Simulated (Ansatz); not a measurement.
## Equation of state of MoS2

Space group R3m:H (No. 160). a = 3.163 Å, b = 3.163 Å, c = 18.370 Å, α = 90.00°, β = 90.00°, γ = 120.00°
```
atom  site  symmetry       x       y       z
  Mo    3a        3m  0.0000  0.0000  0.0000
   S    3a        3m  0.6667  0.3333  0.0817
   S    3a        3m  0.3333  0.6667  0.2516
```

The runs use the primitive cell with vectors (1.582, 0.913, 6.123), (-1.582, 0.913, 6.123), (0.000, -1.826, 6.123) Å, to which the k mesh refers.

The cell comes from COD entry 9007661, which wasn't checked; take it as a given geometry.

Methods: DFT, PBEsol, all-electron LAPW, scalar-relativistic (Ansatz 0.2.0); DFT, PBEsol, PAW with Ansatz's default frozen-core files, scalar-relativistic (Ansatz 0.2.0).

For LAPW: a Γ-centred 13×13×13 k mesh, Fermi–Dirac smearing of 0.05 eV, basis error target 0.5 meV/atom, no spin polarisation. PAW takes a cutoff of 420 eV at this cell (files made with PBE, cores remade for this functional). The Ansatz runs share mesh, smearing and spin set-up. Plane-wave (PAW) pressures include the program's estimate of the Pulay term.

The cell above is scaled evenly, with fractional coordinates and shape held.

```json
{"V/V(cell)": "0.9400", "V (Å³/atom)": "16.624", "P, LAPW (GPa)": "16.16", "P, PAW (GPa)": "16.14", "gap on the k mesh, LAPW (eV)": "0.71"}
{"V/V(cell)": "0.9600", "V (Å³/atom)": "16.977", "P, LAPW (GPa)": "11.77", "P, PAW (GPa)": "11.75", "gap on the k mesh, LAPW (eV)": "0.72"}
{"V/V(cell)": "0.9800", "V (Å³/atom)": "17.331", "P, LAPW (GPa)": "7.81", "P, PAW (GPa)": "7.80", "gap on the k mesh, LAPW (eV)": "0.73"}
{"V/V(cell)": "0.9900", "V (Å³/atom)": "17.508", "P, LAPW (GPa)": "5.99", "P, PAW (GPa)": "5.97", "gap on the k mesh, LAPW (eV)": "0.73"}
{"V/V(cell)": "1.0000", "V (Å³/atom)": "17.685", "P, LAPW (GPa)": "4.25", "P, PAW (GPa)": "4.24", "gap on the k mesh, LAPW (eV)": "0.73"}
{"V/V(cell)": "1.0100", "V (Å³/atom)": "17.861", "P, LAPW (GPa)": "2.61", "P, PAW (GPa)": "2.59", "gap on the k mesh, LAPW (eV)": "0.73"}
{"V/V(cell)": "1.0200", "V (Å³/atom)": "18.038", "P, LAPW (GPa)": "1.05", "P, PAW (GPa)": "1.03", "gap on the k mesh, LAPW (eV)": "0.73"}
{"V/V(cell)": "1.0400", "V (Å³/atom)": "18.392", "P, LAPW (GPa)": "-1.84", "P, PAW (GPa)": "-1.86", "gap on the k mesh, LAPW (eV)": "0.73"}
{"V/V(cell)": "1.0600", "V (Å³/atom)": "18.746", "P, LAPW (GPa)": "-4.44", "P, PAW (GPa)": "-4.45", "gap on the k mesh, LAPW (eV)": "0.73"}
```

Q: What do Birch–Murnaghan fits to the pressures give?

A: LAPW: V0 = 18.16 Å³/atom, B0 = 151 GPa, B0′ = 4.3; PAW: V0 = 18.16 Å³/atom, B0 = 151 GPa, B0′ = 4.4.

PAW's V0 lies -0.01 % from the all-electron value and its B0 0.0 %. With shape and internal coordinates held, B0 is an upper bound to the relaxed modulus.
